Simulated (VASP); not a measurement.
# WC (P-6m2) in VASP: notebook

Runs on WC. Level: PBE. Tasks: relaxation of cell and atoms, vibrations by finite differences.

Everything below comes from runs of VASP 6.6.1. Logs are shortened: lines on timing, memory, paths and dates and some standing lists are left out, and cuts for length are marked.

## Step 1: The crystal as given

Symmetry: P-6m2, No. 187, hexagonal system. Conventional cell: a = 2.907 Å, b = 2.907 Å, c = 2.837 Å, α = 90.00°, β = 90.00°, γ = 120.00°. W (site symmetry -6m2) has 6 C at 2.20 Å as nearest neighbours. C (site symmetry -6m2) is surrounded by 6 W at 2.20 Å.

## Step 2: Relaxation of cell and atoms, PBE

Contents of INCAR:

```
PREC     = Accurate       # precision mode
ENCUT    = 520            # plane-wave cutoff, eV
EDIFF    = 1E-7           # SCF threshold, eV
ISMEAR   = 0              # smearing method
SIGMA    = 0.1            # smearing width, eV
LREAL    = False          # projectors in reciprocal space
LASPH    = True           # aspherical terms in the spheres
NELM     = 60             # most SCF steps
ALGO     = Fast           # electronic algorithm
ISIF     = 3              # what is computed and relaxed
LWAVE    = False          # write WAVECAR
LCHARG   = False          # write CHGCAR
GGA      = PE             # functional
IBRION   = 2              # ionic algorithm
NSW      = 80             # ionic steps
EDIFFG   = -0.15          # ionic threshold
```

Contents of KPOINTS:

```
regular mesh
0
Gamma
  18 18 14
```

Contents of POSCAR:

```
WC
1.0
    2.9065000000      0.0000000000      0.0000000000
   -1.4532500000      2.5171028400      0.0000000000
    0.0000000000      0.0000000000      2.8366000000
W C
1 1
Direct
    0.0000000000      0.0000000000      0.0000000000
    0.6666666700      0.3333333300      0.5000000000
```

Potentials or basis: VASP PAW PBE potentials, release 64 (W_sv, C).

On the command line:

```bash
$ cat potpaw_PBE.64/W_sv/POTCAR potpaw_PBE.64/C/POTCAR > POTCAR
$ mpirun -np 1 vasp_std > vasp.out
```

OUTCAR:

```text
PREC = Accurate
   ENCUT = 520
   EDIFF = 1E-7
   ISMEAR = 0
   LREAL = False
   LASPH = True
   NELM = 60
   ISIF = 3
   GGA = PE
   IBRION = 2
   NSW = 80
   EDIFFG = -0.15

 ion  position               nearest neighbor table
   1  0.000  0.000  0.000-   2 2.20   2 2.20   2 2.20   2 2.20   2 2.20   2 2.20
   2  0.667  0.333  0.500-   1 2.20   1 2.20   1 2.20   1 2.20   1 2.20   1 2.20

  LATTYP: Found a hexagonal cell.
 ALAT       =     2.9065000000
 C/A-ratio  =     0.9759504559

  Lattice vectors:

 A1 = (   2.9065000000,   0.0000000000,   0.0000000000)
 A2 = (  -1.4532500000,   2.5171028400,   0.0000000000)
 A3 = (   0.0000000000,   0.0000000000,   2.8366000000)

Analysis of symmetry for initial positions (statically):
=====================================================================
 Subroutine PRICEL returns:
 Original cell was already a primitive cell.

 Routine SETGRP: Setting up the symmetry group for a
 hexagonal supercell.

 Subroutine GETGRP returns: Found 12 space group operations
 (whereof 12 operations were pure point group operations)
 out of a pool of 24 trial point group operations.

The static configuration has the point symmetry D_3h.

Analysis of symmetry for dynamics (positions and initial velocities):
=====================================================================
 Subroutine PRICEL returns:
 Original cell was already a primitive cell.

 Routine SETGRP: Setting up the symmetry group for a
 hexagonal supercell.

 Subroutine GETGRP returns: Found 12 space group operations
 (whereof 12 operations were pure point group operations)
 out of a pool of 24 trial point group operations.

The dynamic configuration has the point symmetry D_3h.

 Subroutine INISYM returns: Found 12 space group operations
 (whereof 12 operations are pure point group operations),
 and found     1 'primitive' translations

----------------------------------------------------------------------------------------

                                     Primitive cell

  volume of cell :      20.7525

  direct lattice vectors                    reciprocal lattice vectors
     2.906500000  0.000000000  0.000000000     0.344056425  0.198641069  0.000000000
    -1.453250000  2.517102840  0.000000000     0.000000000  0.397282139  0.000000000
     0.000000000  0.000000000  2.836600000     0.000000000  0.000000000  0.352534725

  length of vectors
     2.906500000  2.906500003  2.836600000     0.397282139  0.397282139  0.352534725

  position of ions in fractional coordinates (direct lattice)
     0.000000000  0.000000000  0.000000000
     0.666666670  0.333333330  0.500000000

  ion indices of the primitive-cell ions
   primitive index   ion index
                 1           1
                 2           2

----------------------------------------------------------------------------------------

 KPOINTS: regular mesh

Automatic generation of k-mesh.
 Grid dimensions read from file:
 generate k-points for:   18   18   14

 Generating k-lattice:

  Cartesian coordinates                     Fractional coordinates (reciprocal lattice)
     0.019114246  0.011035615  0.000000000     0.055555556  0.000000000  0.000000000
     0.000000000  0.022071230  0.000000000     0.000000000  0.055555556  0.000000000
     0.000000000  0.000000000  0.025181052     0.000000000  0.000000000  0.071428571

  Length of vectors
     0.022071230  0.022071230  0.025181052

  Shift w.r.t. Gamma in fractional coordinates (k-lattice)
     0.000000000  0.000000000  0.000000000

 Subroutine IBZKPT returns following result:
 ===========================================

 Found    296 irreducible k-points:

 Following reciprocal coordinates:
            Coordinates               Weight
  0.000000  0.000000  0.000000      1.000000
  0.055556  0.000000  0.000000      6.000000
  0.111111  0.000000  0.000000      6.000000
  0.166667  0.000000  0.000000      6.000000
  0.222222  0.000000  0.000000      6.000000
  0.277778  0.000000  0.000000      6.000000
[... 16 lines left out ...]
  0.333333  0.111111  0.000000     12.000000
  0.388889  0.111111  0.000000     12.000000
 [... further k-points ...]
   k-points           NKPTS =    296   k-points in BZ     NKDIM =    296   number of bands    NBANDS=     13
   number of dos      NEDOS =    301   number of ions     NIONS =      2
   total plane-waves  NPLWV =  13824
   dimension x,y,z NGX =    24 NGY =   24 NGZ =   24
   dimension x,y,z NGXF=    48 NGYF=   48 NGZF=   48
   ions per type =               1   1
   NGX,Y,Z   is equivalent  to a cutoff of  13.73, 13.73, 14.07 a.u.
   NGXF,Y,Z  is equivalent  to a cutoff of  27.46, 27.46, 28.13 a.u.
 SYSTEM =  unknown system
   PREC   = accura    normal or accurate (medium, high low for compatibility)
   ISTART =      0    job   : 0-new  1-cont  2-samecut
   ICHARG =      2    charge: 1-file 2-atom 10-const
   ISPIN  =      1    spin polarized calculation?
   LNONCOLLINEAR =      F non collinear calculations
   LSORBIT =      F    spin-orbit coupling
   LASPH  =      T    aspherical Exc in radial PAW
   ENCUT  =  520.0 eV  38.22 Ry    6.18 a.u.   5.40  5.40  5.27*2*pi/ulx,y,z
   NELM   =     60;   NELMIN=  2; NELMDL= -5     # of ELM steps
   EDIFF  = 0.1E-06   stopping-criterion for ELM
   LREAL  =      F    real-space projection
   EDIFFG = -.1E+00   stopping-criterion for IOM
   NSW    =     80    number of steps for IOM
   IBRION =      2    ionic relax: 0-MD 1-quasi-New 2-CG
   NFREE  =      1    steps in history (QN), initial steepest desc. (CG)
   ISIF   =      3    stress and relaxation
   ISYM   =      2    0-nonsym 1-usesym 2-fastsym
   POTIM  = 0.5000    time-step for ionic-motion
   TEBEG  =    0.0;   TEEND  =   0.0 temperature during run
   PSTRESS=    0.0 pullay stress
   NELECT =      18.0000    total number of electrons
   NUPDOWN=      -1.0000    fix difference up-down
   EMIN   =  10.00;   EMAX   =-10.00  energy-range for DOS
   EFERMI =   0.00;   METHOD = LEGACY
   ISMEAR =     0;   SIGMA  =   0.10  broadening in eV -4-tet -1-fermi 0-gaus
   EFERMI_NEDOS =   21; number of points for ismear=-14 and -15
   IALGO  =     68    algorithm
   IMIX   =      4    mixing-type and parameters
     AMIX     =   0.40;   BMIX     =  1.00
     AMIX_MAG =   1.60;   BMIX_MAG =  1.00
  volume/ion in A,a.u.               =      10.38        70.02
  Fermi-wavevector in a.u.,A,eV,Ry     =   1.561262  2.950358 33.164744  2.437540
  Thomas-Fermi vector in A             =   2.664353
   LORBIT       =      0    0 simple, 1 ext, 2 COOP (PROOUT), +10 PAW based schemes
   GGA     = PE    functional components
   LHFCALC =     F    Hartree Fock is set to
   AEXX    =    0.0000 exact exchange contribution
   IVDW    =     0    specifies the selected vdW correction
   LEPSILON=     F    determine dielectric tensor
   LRPA    =     F    only Hartree local field effects (RPA)
 conjugate gradient relaxation of ions
 non-spin polarized calculation
 RMM-DIIS sequential band-by-band and
 Gauss-broadening in eV      SIGMA  =   0.10
  energy-cutoff  :      520.00
  volume of cell :       20.75
 maximum number of plane-waves:       580
 NGX is ok and might be reduce to    24
   NGX = 11   NGY = 11   NGZ = 11

--------------------------------------- Ionic step        1  -------------------------------------------

 number of electron      18.0000000 magnetization

 Free energy of the ion-electron system (eV)
  ---------------------------------------------------
  ext. energy  EPLUGINS =         0.00000000
  ---------------------------------------------------
  free energy    TOTEN  =       -22.44264732 eV

  energy without entropy =      -22.44131635  energy(sigma->0) =      -22.44198184

------------------------ aborting loop because EDIFF is reached ----------------------------------------

  FORCE on cell =-STRESS in cart. coord.  units (eV):
  Direction    XX          YY          ZZ          XY          YZ          ZX
  --------------------------------------------------------------------------------------
  -------------------------------------------------------------------------------------
  Total        0.8660600      0.8660600      0.8737394      0.0000000      0.0000000      0.0000000
  in kB       66.8635122     66.8635124     67.4563946      0.0000000      0.0000000      0.0000000
  external PRESSURE =      67.0611397 kB  Pullay stress =       0.0000000 kB

 VOLUME and BASIS-vectors are now :
 -----------------------------------------------------------------------------
  energy-cutoff  :      520.00
  volume of cell :       20.75
      direct lattice vectors                 reciprocal lattice vectors
     2.906500000  0.000000000  0.000000000     0.344056425  0.198641069  0.000000000
    -1.453250000  2.517102840  0.000000000     0.000000000  0.397282139  0.000000000
     0.000000000  0.000000000  2.836600000     0.000000000  0.000000000  0.352534725
[... 37 lines left out ...]
 POSITION                                       TOTAL-FORCE (eV/Angst)
 -----------------------------------------------------------------------------------
      1.48361      2.56969     -0.00000         0.000000      0.000000     -0.000000
      1.48361      0.85656      1.44819        -0.000000     -0.000000      0.000000
 -----------------------------------------------------------------------------------
    total drift:                               -0.000003      0.000002     -0.000000

  FREE ENERGIE OF THE ION-ELECTRON SYSTEM (eV)
  ---------------------------------------------------
  free  energy   TOTEN  =       -22.3988969309 eV

  energy  without entropy=      -22.3974133728  energy(sigma->0) =      -22.39815515

--------------------------------------- Ionic step        3  -------------------------------------------

 number of electron      18.0000000 magnetization

 Free energy of the ion-electron system (eV)
  ---------------------------------------------------
  ext. energy  EPLUGINS =         0.00000000
  ---------------------------------------------------
  free energy    TOTEN  =       -22.44984749 eV

  energy without entropy =      -22.44845590  energy(sigma->0) =      -22.44915169

 E-fermi :  10.8224     XC(G=0): -13.7054

 val. band max:       10.8085816371   @ k =   0.4444   0.0000   0.5000
 cond. band min:      10.8273031770   @ k =   0.4444   0.0556   0.4286
 fundamental gap:      0.0187215399
 Fermi energy:        10.8223994250

 k-point     1 :       0.0000    0.0000    0.0000
  band No.  band energies     occupation
      1     -63.2040      2.00000
      2     -27.1839      2.00000
      3     -27.0887      2.00000
      4     -27.0887      2.00000
      5      -3.4823      2.00000
      6       6.6202      2.00000
      7       7.5754      2.00000
      8       7.5754      2.00000
      9      10.9210      0.16306
     10      13.9922      0.00000
     11      13.9922      0.00000
     12      16.3657      0.00000
     13      16.3658      0.00000

 k-point     2 :       0.0556    0.0000    0.0000
  band No.  band energies     occupation
      1     -63.2024      2.00000
      2     -27.1808      2.00000
      3     -27.1130      2.00000
      4     -27.0942      2.00000
      5      -3.4025      2.00000
      6       6.6505      2.00000
      7       7.4555      2.00000
      8       7.6497      2.00000
      9      10.6690      1.96996
     10      13.9635      0.00000
     11      14.2719      0.00000
[... 339 lines left out ...]
 k-point    24 :       0.3889    0.1111    0.0000
  band No.  band energies     occupation
      1     -63.1502      2.00000
      2     -27.8052      2.00000
      3     -27.3197      2.00000
      4     -27.0798      2.00000
      5      -0.1675      2.00000
      6       4.0528      2.00000
      7       7.3010      2.00000
      8       7.3961      2.00000
      9      10.3505      2.00000
     10      12.6264      0.00000
     11      14.3250      0.00000
     12      15.5333      0.00000
     13      18.2352      0.00000

 [... further k-points ...]

------------------------ aborting loop because EDIFF is reached ----------------------------------------

  FORCE on cell =-STRESS in cart. coord.  units (eV):
  Direction    XX          YY          ZZ          XY          YZ          ZX
  --------------------------------------------------------------------------------------
  -------------------------------------------------------------------------------------
  Total        0.0308775      0.0308775     -0.1029323      0.0000000     -0.0000000      0.0000000
  in kB        2.3436727      2.3436727     -7.8128040      0.0000000     -0.0000000      0.0000000
  external PRESSURE =      -1.0418196 kB  Pullay stress =       0.0000000 kB

 VOLUME and BASIS-vectors are now :
 -----------------------------------------------------------------------------
  energy-cutoff  :      520.00
  volume of cell :       21.11
      direct lattice vectors                 reciprocal lattice vectors
     2.922975107  0.000000000  0.000000000     0.342117180  0.197521446 -0.000000000
    -1.461487553  2.531370701 -0.000000000     0.000000000  0.395042891 -0.000000000
     0.000000000  0.000000000  2.852821460     0.000000000  0.000000000  0.350530173

 POSITION                                       TOTAL-FORCE (eV/Angst)
 -----------------------------------------------------------------------------------
      0.00000      0.00000      0.00000        -0.000000     -0.000000      0.000000
      1.46149      0.84379      1.42641         0.000000      0.000000      0.000000
 -----------------------------------------------------------------------------------
    total drift:                               -0.000003      0.000002     -0.000000

  FREE ENERGIE OF THE ION-ELECTRON SYSTEM (eV)
  ---------------------------------------------------
  free  energy   TOTEN  =       -22.4498474858 eV

  energy  without entropy=      -22.4484558961  energy(sigma->0) =      -22.44915169

 reached required accuracy - stopping structural energy minimisation
```

It took 76 s on 1 thread of Intel Xeon 6975P-C (Granite Rapids), shared host; peak memory 0.22 GiB.

Results:

```yaml
Free_energy: -22.4498 eV
Relaxed_volume: 10.55 Å³/atom
Relaxed_cell: a = 2.923 Å, b = 2.923 Å, c = 2.853 Å, α = 90.00°, β = 90.00°, γ = 120.00°
Space_group_after_relaxing_to_0.05_Å: P-6m2 (No. 187)
Energy_gained_by_relaxing: 3.6 meV/atom
Ionic_steps: 3
Pressure_after_relaxing: -0.1 GPa
Band_gap_on_the_k_mesh: none (metal or under the smearing width)
```

Step by step:
```
step  energy change (eV)  largest force (eV/Å)  pressure (GPa)  volume (Å³)
   1              0.0000                0.0000            6.71        20.75
   2              0.0438                0.0000          -15.95        22.08
   3             -0.0072                0.0000           -0.10        21.11
```

Final structure:
```xyz
2
Lattice="2.9230 0.0000 0.0000 -1.4615 2.5314 0.0000 0.0000 0.0000 2.8528" Properties=species:S:1:pos:R:3 pbc="T T T"
W     0.0000    0.0000    0.0000
C     1.4615    0.8438    1.4264
```

Caveat: the relaxation stopped at a loose force limit of 0.15 eV/Å, so its end isn't a converged minimum. PBE usually gives volumes a little too large and moduli too small.

## Step 3: Relaxation of cell and atoms, PBE

This run uses another cell than the first one, of 10.55 Å³/atom, 1.017 times its volume.

INCAR is that of step 2.

KPOINTS is that of step 2.

Contents of POSCAR:

```
WC                                      
1.0
    2.9229751068      0.0000000000      0.0000000000
   -1.4614875534      2.5313707011     -0.0000000000
    0.0000000000      0.0000000000      2.8528214603
  W               C             
     1     1
Direct
     0.0000000000000000    0.0000000000000000    0.0000000000000000
     0.6666666699999979    0.3333333300000021    0.5000000000000000
```

Potentials or basis: VASP PAW PBE potentials, release 64 (W_sv, C).

On the command line:

```bash
$ cat potpaw_PBE.64/W_sv/POTCAR potpaw_PBE.64/C/POTCAR > POTCAR
$ mpirun -np 1 vasp_std > vasp.out
```

Wall time 28 s (1 thread of Intel Xeon 6975P-C (Granite Rapids), shared host); peak memory 0.21 GiB.

Results (log left out):

| Quantity | Value |
| --- | --- |
| Free energy | -22.4501 eV |
| Pressure after relaxing | -0.1 GPa |
| Band gap on the k mesh | none (metal or under the smearing width) |

Stress tensor (GPa, compression positive):
```
 0.23  0.00  0.00
 0.00  0.23  0.00
 0.00  0.00 -0.78
```

Final structure:
```
CELL_PARAMETERS angstrom
2.92298 0.00000 0.00000
-1.46149 2.53137 0.00000
0.00000 0.00000 2.85282
ATOMIC_POSITIONS crystal
W 0.00000 0.00000 0.00000
C 0.66667 0.33333 0.50000
```

Levels at points of the mesh, in eV from the Fermi level:
| k point | band 7 | band 8 | band 9 | band 10 | band 11 | band 12 |
| --- | --- | --- | --- | --- | --- | --- |
| (0.00, 0.00, 0.00) | -3.25 | -3.25 | 0.10 | 3.17 | 3.17 | 5.54 |
| (0.50, 0.00, 0.00) | -3.53 | -3.48 | -0.44 | 2.31 | 4.44 | 4.82 |
| (0.00, 0.00, 0.50) | -1.96 | -1.96 | -0.55 | -0.55 | 3.65 | 4.49 |
| (0.50, 0.00, 0.50) | -4.21 | -4.14 | 0.26 | 4.34 | 5.19 | 6.50 |

Caveat: the relaxation stopped at its first step, so nothing moved; the relaxation stopped at a loose force limit of 0.15 eV/Å, so its end isn't a converged minimum. Spin-orbit coupling is left out, which matters for the levels of W.

## Step 4: Vibrations by finite differences, PBE

This run uses another cell than the first one, of 10.55 Å³/atom, 1.017 times its volume.

Contents of INCAR:

```
PREC = Accurate ; ENCUT = 520
EDIFF = 1E-8 ; ISMEAR = 0
SIGMA = 0.1 ; LREAL = F
LASPH = T ; NELM = 60
ALGO = Fast ; ISIF = 3
LWAVE = F ; LCHARG = F
GGA = PE ; IBRION = 6
NFREE = 2 ; POTIM = 0.015
NSW = 1
```

Contents of KPOINTS:

```
Automatic mesh
0
Gamma
  18 18 14
```

POSCAR: that of step 3 with these lines changed.

```diff
@@ -3,3 +3,3 @@
     2.9229751068      0.0000000000      0.0000000000
-   -1.4614875534      2.5313707011     -0.0000000000
+   -1.4614875534      2.5313707011      0.0000000000
     0.0000000000      0.0000000000      2.8528214603
```

On the command line:

```bash
$ cat potpaw_PBE.64/W_sv/POTCAR potpaw_PBE.64/C/POTCAR > POTCAR
$ mpirun -np 1 vasp_std > vasp.out
```

Wall time 21 min (1 thread of Intel Xeon 6975P-C (Granite Rapids), shared host); peak memory 0.79 GiB.

The run converged. Its results:

```
Voigt bulk modulus            : 387 GPa
Highest phonon frequency at Γ : 597 cm⁻¹
```

Phonon frequencies in cm⁻¹ (negative: imaginary):
| q point | frequencies |
| --- | --- |
| (0.000, 0.000, 0.000) | 0 0 0 565 597 597 |

Elastic tensor in Voigt notation (GPa, in the Cartesian axes of the cell as first typed):
```
702 228 170   0   0   0
228 702 170   0   0   0
170 170 941   0   0   0
  0   0   0 299   0   0
  0   0   0   0 299   0
  0   0   0   0   0 237
```

Clamped-ion elastic tensor (GPa):
```
716 215 170   0   0   0
215 716 170   0   0   0
170 170 941   0   0   0
  0   0   0 299   0   0
  0   0   0   0 299   0
  0   0   0   0   0 251
```

Caveat: elastic constants of metals need much finer meshes, so these are rough. The run has no spin-orbit coupling, so splittings on W are missing.
